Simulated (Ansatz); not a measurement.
The system is Ti.

```
Ti
1.0
     0.00000    2.03000    2.03000
     2.03000    0.00000    2.03000
     2.03000    2.03000    0.00000
Ti
1
Direct
  0.00000 0.00000 0.00000
```

This isn't the form of Ti at room conditions, which is hcp.

Base run:

```yaml
Program: Ansatz 0.2.0
Functional: PBEsol
Potentials_or_basis: all-electron LAPW, scalar-relativistic
Cutoff: 224 eV (chosen from the basis error)
Basis_error_allowed: 0.001 eV/atom
k_mesh: 11 × 11 × 11
Occupations: gaussian, width 0.02 eV
Spin: no spin polarisation
```

Its results: band gap on the k mesh none (metal or under the smearing width); pressure -0.9 GPa.

Task: The run is repeated on the same cell with these changes: functional from PBEsol to LDA. What comes out?

Result: Band gap on the k mesh none (metal or under the smearing width); pressure -5.3 GPa.

LDA binds more tightly than PBEsol, so the same cell stands under less pressure.
